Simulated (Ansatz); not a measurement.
# Cu2O: the cost of one run

Computed with Ansatz 0.2.0 (DFT PBE, PAW, plane waves, scalar-relativistic, unless a step's input says otherwise).

## 1. The system as given

The structure is cubic, space group Pn-3m (No. 224). The conventional cell has a = 4.252 Å, b = 4.252 Å, c = 4.252 Å, α = 90.00°, β = 90.00°, γ = 90.00°. O (site symmetry -43m) is surrounded by 4 Cu at 1.84 Å. Cu (site symmetry -3m) has 2 O at 1.84 Å as nearest neighbours.

Coordinates:

```xyz
6
Lattice="4.2520 0.0000 0.0000 0.0000 4.2520 0.0000 0.0000 0.0000 4.2520" Properties=species:S:1:pos:R:3 pbc="T T T"
O     0.0000    0.0000    0.0000
O     2.1260    2.1260    2.1260
Cu    1.0630    1.0630    1.0630
Cu    1.0630    3.1890    3.1890
Cu    3.1890    3.1890    1.0630
Cu    3.1890    1.0630    3.1890
```

Atoms are counted from 1 in the order of input.yaml (Cu6 and so on).

After the default run come: Fermi–Dirac width 0.0005 eV, no switch to direct minimisation; linear mixing, β 0.2, no preconditioner; Broyden, β 0.5, preconditioner local Kerker; 2 bands beyond the filled ones; Fermi–Dirac width 0.001 eV, no switch to direct minimisation; Broyden, β 0.4, magnetisation mixing 0.4; Anderson, β 0.5, history 8, no preconditioner; Gaussian smearing, width 1.2 eV.

The search for lower states is off throughout, and inputs that name a mixer don't switch to direct minimisation unless they say so. Spin is collinear, with starting moments Cu3 1.00, Cu4 1.00, Cu5 1.00, Cu6 1.00 μB. β is the mixing step of the charge; the magnetisation has a step of its own, which the program sets unless it is named.

## 2. Default SCF settings

File input.yaml:

```yaml
crystal:
  lattice:
    - [4.252, 0.0, 0.0]
    - [0.0, 4.252, 0.0]
    - [0.0, 0.0, 4.252]
  atoms:
    - { symbol: O, position: [0.0, 0.0, 0.0] }
    - { symbol: O, position: [0.5, 0.5, 0.5] }
    - { symbol: Cu, position: [0.25, 0.25, 0.25], spin: 1.0 }
    - { symbol: Cu, position: [0.25, 0.75, 0.75], spin: 1.0 }
    - { symbol: Cu, position: [0.75, 0.75, 0.25], spin: 1.0 }
    - { symbol: Cu, position: [0.75, 0.25, 0.75], spin: 1.0 }
magnetization:
  spin_polarized: true
hamiltonian:
  xc: pbe
  pseudopotentials: { kind: paw }
basis:
  ecutwfc: 420
kpoints:
  mp_grid: { grid: [5, 5, 5] }
scf:
  occupations: { method: gaussian, width: 0.02 }
  lower_state_search: "off"
output:
  forces: true
  stress: true
  write_density: true
  write_potential: true
  elf: true
  volumetric_format: npy
```

Run with:

```bash
$ ansatz run input.yaml --threads 2 --pin off --max-ram 5120MiB --backend cpu --events-out ev --progress --plain --runs-dir out
```

Q: Estimate wall time and peak memory on 2 threads of Arm Neoverse V2, shared host.

About 4.7 s, with a peak of 0.37 GiB.
